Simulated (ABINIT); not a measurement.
Write the native input for ABINIT 10.8.3 (patched build) that does the following.

* Task: equation of state
* Functional: BP86
* Dispersion: D3
* Potentials or basis: JTH PAW PBE v2.0
* Cutoff: 544 eV
* k mesh: 8 × 8 × 8
* Occupations: fermi-dirac, width 0.05 eV
* Spin: no spin polarisation
* Fine-grid cutoff: 1088.46 eV
* Exchange and correlation inside the PAW spheres: full angular mesh (pawxcdev 0, this build's default; the released program takes 1)

The system is Li2S.

```
S Li
1.0
     0.00000    2.84450    2.84450
     2.84450    0.00000    2.84450
     2.84450    2.84450    0.00000
S Li
1 2
Direct
  0.00000 0.00000 0.00000
  0.75000 0.75000 0.75000
  0.25000 0.25000 0.25000
```

One way to write it, as run:

run.abi

```
ndtset 7
getwfk -1
scalecart1 3*0.9795861087
scalecart2 3*0.9864848297
scalecart3 3*0.9932883884
scalecart4 3*1.0000000000
scalecart5 3*1.0066227096
scalecart6 3*1.0131594038
scalecart7 3*1.0196128224

pp_dirpath "./"
pseudos "S.GGA_PBE-JTH.xml, Li.GGA_PBE-JTH.xml"

acell 3*1.0 Angstrom
rprim
     0.0000000000     2.8445000000     2.8445000000
     2.8445000000     0.0000000000     2.8445000000
     2.8445000000     2.8445000000     0.0000000000
ntypat 2
znucl 16 3
natom 3
typat 1 2 2
xred
     0.0000000000     0.0000000000     0.0000000000
     0.7500000000     0.7500000000     0.7500000000
     0.2500000000     0.2500000000     0.2500000000

ecut 544.227725 eV
pawecutdg 40.0

kptopt 1
ngkpt 8 8 8
nshiftk 1
shiftk 0.0 0.0 0.0

ixc -106132
vdw_xc 6

nband 10
occopt 3
tsmear 0.00183747

nstep 100
tolvrs 1.0e-9

iomode 3
prtwf 1
prtden 0
prteig 0
prtebands 0
enunit 2
```

Potentials or basis: JTH PAW PBE v2.0.

Run with:

```bash
$ abinit run.abi > log 2>&1
```

Results of the run:

* Equilibrium volume: 14.21 Å³/atom (rough: see the caveat)
* Bulk modulus: 52 GPa (rough)

Caveat: pressures at fixed basis lie under the slope of the energies; the minimum lies outside the volumes run; the PAW data sets were made with another functional, which shifts forces and pressure a little.

It took 73 s on 1 thread of Arm Neoverse V2, on a shared host, peak memory 0.14 GiB.
